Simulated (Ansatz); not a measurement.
A run of Ansatz 0.2.0 is set up as follows.

File input.yaml:

```yaml
crystal:
  lattice:
    - [2.97887, 0.0, 0.0]
    - [-1.489435, 2.5797770946, 0.0]
    - [0.0, 0.0, 5.61765]
  atoms:
    - { symbol: Cd, position: [0.6666666667, 0.3333333333, 0.75] }
    - { symbol: Cd, position: [0.3333333333, 0.6666666667, 0.25] }
hamiltonian:
  xc: pbe
  pseudopotentials: { kind: paw }
kpoints:
  mp_grid: { grid: [10, 10, 5] }
  band_path:
    path:
      - [[0.0, 0.0, 0.0], [0.5, 0.0, 0.0], [0.3333333333, 0.3333333333, 0.0], [0.0, 0.0, 0.0], [0.0, 0.0, 0.5], [0.5, 0.0, 0.5], [0.3333333333, 0.3333333333, 0.5], [0.0, 0.0, 0.5]]
      - [[0.5, 0.0, 0.5], [0.5, 0.0, 0.0]]
      - [[0.3333333333, 0.3333333333, 0.0], [0.3333333333, 0.3333333333, 0.5]]
    npoints: 14
scf:
  occupations: { method: fermi_dirac, width: 0.05 }
  n_extra_bands: 6
output:
  forces: true
  stress: true
  eigenvalues: true
  fatbands: true
  write_density: true
  write_potential: true
  elf: true
  volumetric_format: npy
```

Potentials or basis: Ansatz PAW.

Command:

```bash
$ ansatz run input.yaml --threads 2 --pin off --max-ram 5632MiB --backend cpu --events-out ev --progress --plain --runs-dir out
```

Problem. Estimate the pressure.

Solution. 2.9 GPa.

Problem. Predict the band gap on the k mesh.

Solution. None (metal or under the smearing width).

Levels at the corners of the path, in eV from the Fermi level:
```tsv
point	band 18	band 19	band 20	band 21	band 22	band 23
Γ	-8.35	-8.35	-2.92	-2.90	10.46	13.86
M	-8.06	-2.21	-1.71	2.09	3.13	3.30
K	-8.48	0.15	0.15	0.54	4.48	4.99
Γ	-8.35	-8.35	-2.92	-2.90	10.46	13.86
A	-8.46	-7.24	-7.24	3.82	3.82	14.13
L	-8.08	-1.41	-1.41	0.22	0.22	8.10
H	-8.38	1.17	1.17	1.66	1.66	1.98
A	-8.46	-7.24	-7.24	3.82	3.82	14.13
L	-8.08	-1.41	-1.41	0.22	0.22	8.10
M	-8.06	-2.21	-1.71	2.09	3.13	3.30
K	-8.48	0.15	0.15	0.54	4.48	4.99
H	-8.38	1.17	1.17	1.66	1.66	1.98
```
